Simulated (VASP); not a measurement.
# BP in VASP: further runs

Aim: see how the results for BP move with the level of theory and the settings. Levels: PBE, HSE06. Tasks: work function.

Everything below comes from runs of VASP 6.6.1. Logs are shortened: lines on timing, memory, paths and dates and some standing lists are left out, and cuts for length are marked.

**1. Starting point**

The cell holds a sheet with vacuum, 2 atoms: a = 3.202 Å, b = 3.202 Å, c = 16.000 Å, α = 90.00°, β = 90.00°, γ = 120.00°.

The cell was built by a generator and needn't be a form met in nature.

**2. Work function, PBE**

INCAR reads:

```
ALGO = Normal ; DIPOL = 0.5 0.5 0.500
EDIFF = 1E-6 ; ENCUT = 520
GGA = PE ; IDIPOL = 3
ISIF = 2 ; ISMEAR = 0
KPAR = 4 ; LASPH = True
LCHARG = True ; LDIPOL = True
LREAL = False ; LVACPOTAV = True
LVHAR = True ; LWAVE = False
NELM = 80 ; PREC = Accurate
SIGMA = 0.03
```

KPOINTS reads:

```
k-points
0
Gamma
  12 12 1
```

POSCAR reads:

```
BP                                      
1.0
    3.2018179470      0.0000000000      0.0000000000
   -1.6009089735      2.7728556783      0.0000000000
    0.0000000000      0.0000000000     16.0000000000
  B               P             
     1     1
Direct
     0.3333330000000032    0.6666669999999968    0.5000000000000000
     0.6666669999999968    0.3333330000000032    0.5000000000000000
```

Potentials or basis: VASP PAW PBE potentials, release 64 (B, P).

Launch:

```console
cat potpaw_PBE.64/B/POTCAR potpaw_PBE.64/P/POTCAR > POTCAR
mpirun -np 4 vasp_std > vasp.out
```

OUTCAR:

```text
EDIFF = 1E-6
   ENCUT = 520
   GGA = PE
   ISIF = 2
   ISMEAR = 0
   LASPH = True
   LREAL = False
   NELM = 80
   PREC = Accurate

 ion  position               nearest neighbor table
   1  0.333  0.667  0.500-   2 1.85   2 1.85   2 1.85
   2  0.667  0.333  0.500-   1 1.85   1 1.85   1 1.85

  LATTYP: Found a hexagonal cell.
 ALAT       =     3.2018179470
 C/A-ratio  =     4.9971610706

  Lattice vectors:

 A1 = (   3.2018179470,   0.0000000000,   0.0000000000)
 A2 = (  -1.6009089735,   2.7728556783,   0.0000000000)
 A3 = (   0.0000000000,   0.0000000000,  16.0000000000)

Analysis of symmetry for initial positions (statically):
=====================================================================
 Subroutine PRICEL returns:
 Original cell was already a primitive cell.

 Routine SETGRP: Setting up the symmetry group for a
 hexagonal supercell.

 Subroutine GETGRP returns: Found 12 space group operations
 (whereof 12 operations were pure point group operations)
 out of a pool of 24 trial point group operations.

The static configuration has the point symmetry D_3h.

Analysis of symmetry for dynamics (positions and initial velocities):
=====================================================================
 Subroutine PRICEL returns:
 Original cell was already a primitive cell.

 Routine SETGRP: Setting up the symmetry group for a
 hexagonal supercell.

 Subroutine GETGRP returns: Found 12 space group operations
 (whereof 12 operations were pure point group operations)
 out of a pool of 24 trial point group operations.

The dynamic configuration has the point symmetry D_3h.

 Subroutine INISYM returns: Found 12 space group operations
 (whereof 12 operations are pure point group operations),
 and found     1 'primitive' translations

----------------------------------------------------------------------------------------

                                     Primitive cell

  volume of cell :     142.0509

  direct lattice vectors                    reciprocal lattice vectors
     3.201817947  0.000000000  0.000000000     0.312322567  0.180319518  0.000000000
    -1.600908973  2.772855678  0.000000000     0.000000000  0.360639036  0.000000000
     0.000000000  0.000000000 16.000000000     0.000000000  0.000000000  0.062500000

  length of vectors
     3.201817947  3.201817945 16.000000000     0.360639036  0.360639036  0.062500000

  position of ions in fractional coordinates (direct lattice)
     0.333333000  0.666667000  0.500000000
     0.666667000  0.333333000  0.500000000

  ion indices of the primitive-cell ions
   primitive index   ion index
                 1           1
                 2           2

----------------------------------------------------------------------------------------

 KPOINTS: k-points

Automatic generation of k-mesh.
 Grid dimensions read from file:
 generate k-points for:   12   12    1

 Generating k-lattice:

  Cartesian coordinates                     Fractional coordinates (reciprocal lattice)
     0.026026881  0.015026627  0.000000000     0.083333333  0.000000000  0.000000000
     0.000000000  0.030053253  0.000000000     0.000000000  0.083333333  0.000000000
     0.000000000  0.000000000  0.062500000     0.000000000  0.000000000  1.000000000

  Length of vectors
     0.030053253  0.030053253  0.062500000

  Shift w.r.t. Gamma in fractional coordinates (k-lattice)
     0.000000000  0.000000000  0.000000000

 Subroutine IBZKPT returns following result:
 ===========================================

 Found     19 irreducible k-points:

 Following reciprocal coordinates:
            Coordinates               Weight
  0.000000  0.000000  0.000000      1.000000
  0.083333  0.000000  0.000000      6.000000
  0.166667  0.000000  0.000000      6.000000
  0.250000 -0.000000  0.000000      6.000000
  0.333333  0.000000  0.000000      6.000000
  0.416667  0.000000  0.000000      6.000000
[... 11 lines left out ...]
  0.333333  0.250000  0.000000     12.000000
  0.333333  0.333333  0.000000      2.000000
   k-points           NKPTS =     19   k-points in BZ     NKDIM =     19   number of bands    NBANDS=      8
   number of dos      NEDOS =    301   number of ions     NIONS =      2
   total plane-waves  NPLWV =  69120
   dimension x,y,z NGX =    24 NGY =   24 NGZ =  120
   dimension x,y,z NGXF=    48 NGYF=   48 NGZF=  240
   ions per type =               1   1
   NGX,Y,Z   is equivalent  to a cutoff of  12.46, 12.46, 12.47 a.u.
   NGXF,Y,Z  is equivalent  to a cutoff of  24.92, 24.92, 24.94 a.u.
 SYSTEM =  unknown system
   PREC   = accura    normal or accurate (medium, high low for compatibility)
   ISTART =      0    job   : 0-new  1-cont  2-samecut
   ICHARG =      2    charge: 1-file 2-atom 10-const
   ISPIN  =      1    spin polarized calculation?
   LNONCOLLINEAR =      F non collinear calculations
   LSORBIT =      F    spin-orbit coupling
   LASPH  =      T    aspherical Exc in radial PAW
   ENCUT  =  520.0 eV  38.22 Ry    6.18 a.u.   5.95  5.95 29.75*2*pi/ulx,y,z
   NELM   =     80;   NELMIN=  2; NELMDL= -5     # of ELM steps
   EDIFF  = 0.1E-05   stopping-criterion for ELM
   LREAL  =      F    real-space projection
[... 7 lines left out ...]
   TEBEG  =    0.0;   TEEND  =   0.0 temperature during run
   PSTRESS=    0.0 pullay stress
   NELECT =       8.0000    total number of electrons
   NUPDOWN=      -1.0000    fix difference up-down
   EMIN   =  10.00;   EMAX   =-10.00  energy-range for DOS
   EFERMI =   0.00;   METHOD = LEGACY
   ISMEAR =     0;   SIGMA  =   0.03  broadening in eV -4-tet -1-fermi 0-gaus
   EFERMI_NEDOS =   21; number of points for ismear=-14 and -15
   IALGO  =     38    algorithm
   IMIX   =      4    mixing-type and parameters
     AMIX     =   0.40;   BMIX     =  1.00
     AMIX_MAG =   1.60;   BMIX_MAG =  1.00
  volume/ion in A,a.u.               =      71.03       479.30
  Fermi-wavevector in a.u.,A,eV,Ry     =   0.627514  1.185830  5.357621  0.393774
  Thomas-Fermi vector in A             =   1.689140
   LORBIT       =      0    0 simple, 1 ext, 2 COOP (PROOUT), +10 PAW based schemes
   GGA     = PE    functional components
   LHFCALC =     F    Hartree Fock is set to
   AEXX    =    0.0000 exact exchange contribution
   IVDW    =     0    specifies the selected vdW correction
   LEPSILON=     F    determine dielectric tensor
   LRPA    =     F    only Hartree local field effects (RPA)
 non-spin polarized calculation
 Gauss-broadening in eV      SIGMA  =   0.03
  energy-cutoff  :      520.00
  volume of cell :      142.05
 maximum number of plane-waves:      3855
 NGX is ok and might be reduce to    24
   NGX = 11   NGY = 11   NGZ = 59

 number of electron       8.0000000 magnetization

 dipolmoment           0.000000      0.000000     -0.000000 electrons x Angstroem

 Free energy of the ion-electron system (eV)
  ---------------------------------------------------
  ext. energy  EPLUGINS =         0.00000000
  ---------------------------------------------------
  free energy    TOTEN  =       -12.17032431 eV

  energy without entropy =      -12.17032431  energy(sigma->0) =      -12.17032431

 E-fermi :  -2.9097     XC(G=0):  -2.6664

 val. band max:       -3.0964606194   @ k =   0.3333   0.3333   0.0000
 cond. band min:      -2.2001519457   @ k =   0.3333   0.3333   0.0000
 fundamental gap:      0.8963086737
 Fermi energy:        -2.9096844822

 k-point     1 :       0.0000    0.0000    0.0000
  band No.  band energies     occupation
      1     -16.8226      2.00000
      2      -7.2753      2.00000
      3      -4.7346      2.00000
      4      -4.7345      2.00000
      5       0.6516      0.00000
      6       1.6009      0.00000
      7       1.6010      0.00000
      8       1.8706      0.00000

 k-point     2 :       0.0833    0.0000    0.0000
  band No.  band energies     occupation
      1     -16.7162      2.00000
      2      -7.1600      2.00000
      3      -5.2719      2.00000
      4      -4.9407      2.00000
      5       0.7707      0.00000
      6       1.4163      0.00000
      7       2.0153      0.00000
      8       2.0350      0.00000

 k-point     3 :       0.1667    0.0000    0.0000
  band No.  band energies     occupation
      1     -16.4000      2.00000
      2      -6.8166      2.00000
      3      -6.5389      2.00000
      4      -5.4167      2.00000
      5       0.8891      0.00000
      6       1.2691      0.00000
      7       2.3962      0.00000
      8       2.8570      0.00000

 k-point     4 :       0.2500   -0.0000    0.0000
  band No.  band energies     occupation
      1     -15.8847      2.00000
      2      -8.0566      2.00000
      3      -6.2555      2.00000
      4      -5.9372      2.00000
      5       0.4861      0.00000
      6       1.8608      0.00000
      7       2.0612      0.00000
      8       3.5306      0.00000

 k-point     5 :       0.3333    0.0000    0.0000
  band No.  band energies     occupation
      1     -15.1993      2.00000
      2      -9.5546      2.00000
      3      -6.3665      2.00000
      4      -5.5046      2.00000
      5       0.1133      0.00000
      6       0.4571      0.00000
      7       2.7453      0.00000
      8       4.0176      0.00000

 k-point     6 :       0.4167    0.0000    0.0000
  band No.  band energies     occupation
      1     -14.4406      2.00000
      2     -10.8307      2.00000
      3      -6.6417      2.00000
      4      -4.6596      2.00000
      5      -0.9364      0.00000
      6      -0.1292      0.00000
      7       3.8452      0.00000
      8       5.1360      0.00000

 k-point     7 :       0.5000   -0.0000    0.0000
  band No.  band energies     occupation
      1     -14.0068      2.00000
      2     -11.4412      2.00000
      3      -6.7359      2.00000
      4      -4.1587      2.00000
      5      -1.6251      0.00000
      6      -0.2125      0.00000
      7       4.7698      0.00000
      8       5.7061      0.00000
[... 78 lines left out ...]
 k-point    15 :       0.3333    0.1667    0.0000
  band No.  band energies     occupation
      1     -14.1742      2.00000
      2     -10.6777      2.00000
      3      -7.9781      2.00000
      4      -4.3375      2.00000
      5      -1.0476      0.00000
      6       1.8448      0.00000
      7       4.1841      0.00000
      8       4.5559      0.00000

 k-point    16 :       0.4167    0.1667    0.0000
  band No.  band energies     occupation
      1     -13.7588      2.00000
      2     -11.2352      2.00000
      3      -8.1046      2.00000
      4      -3.8180      2.00000
      5      -1.7040      0.00000
      6       1.7899      0.00000
      7       4.4737      0.00000
      8       4.9879      0.00000

 k-point    17 :       0.2500    0.2500    0.0000
  band No.  band energies     occupation
      1     -14.2217      2.00000
      2     -10.2910      2.00000
      3      -8.4911      2.00000
      4      -4.3884      2.00000
      5      -0.8332      0.00000
      6       3.0935      0.00000
      7       4.0639      0.00000
      8       4.1109      0.00000

 k-point    18 :       0.3333    0.2500    0.0000
  band No.  band energies     occupation
      1     -13.6169      2.00000
      2     -10.9446      2.00000
      3      -8.9558      2.00000
      4      -3.5951      2.00000
      5      -1.7406      0.00000
      6       3.4191      0.00000
      7       3.6569      0.00000
      8       4.9810      0.00000

 k-point    19 :       0.3333    0.3333    0.0000
  band No.  band energies     occupation
      1     -13.3579      2.00000
      2     -11.0147      2.00000
      3      -9.3898      2.00000
      4      -3.0965      2.00000
      5      -2.2002      0.00000
      6       3.2974      0.00000
      7       4.2444      0.00000
      8       5.4277      0.00000

------------------------ aborting loop because EDIFF is reached ----------------------------------------

  FORCE on cell =-STRESS in cart. coord.  units (eV):
  Direction    XX          YY          ZZ          XY          YZ          ZX
  --------------------------------------------------------------------------------------
  -------------------------------------------------------------------------------------
  Total        0.3425492      0.3425492     -0.0089469      0.0000000      0.0000000      0.0000000
  in kB        3.8635774      3.8635774     -0.1009112      0.0000000      0.0000000      0.0000000
  external PRESSURE =       2.5420812 kB  Pullay stress =       0.0000000 kB

 VOLUME and BASIS-vectors are now :
 -----------------------------------------------------------------------------
  energy-cutoff  :      520.00
  volume of cell :      142.05
      direct lattice vectors                 reciprocal lattice vectors
     3.201817947  0.000000000  0.000000000     0.312322567  0.180319518  0.000000000
    -1.600908973  2.772855678  0.000000000     0.000000000  0.360639036  0.000000000
     0.000000000  0.000000000 16.000000000     0.000000000  0.000000000  0.062500000

 POSITION                                       TOTAL-FORCE (eV/Angst)
 -----------------------------------------------------------------------------------
     -0.00000      1.84857      8.00000        -0.000000     -0.000000      0.000000
      1.60091      0.92428      8.00000         0.000000      0.000000      0.000000
 -----------------------------------------------------------------------------------
    total drift:                               -0.000144      0.000083      0.000000

  FREE ENERGIE OF THE ION-ELECTRON SYSTEM (eV)
  ---------------------------------------------------
  free  energy   TOTEN  =       -12.1703243073 eV

  energy  without entropy=      -12.1703243073  energy(sigma->0) =      -12.17032431

 vacuum level on the upper side and lower side of the slab         2.017         2.017
```

Wall time 14 s (4 MPI ranks of Intel Xeon Platinum 8559C (Emerald Rapids), shared host); peak memory 0.23 GiB.

What came out:

| Quantity | Value |
| --- | --- |
| Free energy | -12.1703 eV |
| Band gap on the k mesh | 0.90 eV, direct |
| Ionisation potential of the upper face | 5.11 eV |

Levels at points of the mesh, in eV from the valence-band top:
```csv
k point,band 2,band 3,band 4,band 5,band 6,band 7
"(0.00, 0.00, 0.00)",-4.18,-1.64,-1.64,3.75,4.70,4.70
"(0.50, 0.00, 0.00)",-8.34,-3.64,-1.06,1.47,2.88,7.87
```

A hybrid or GW would open this gap; PBE tends to underestimate it.

(Part 1 of 2 ends here.)
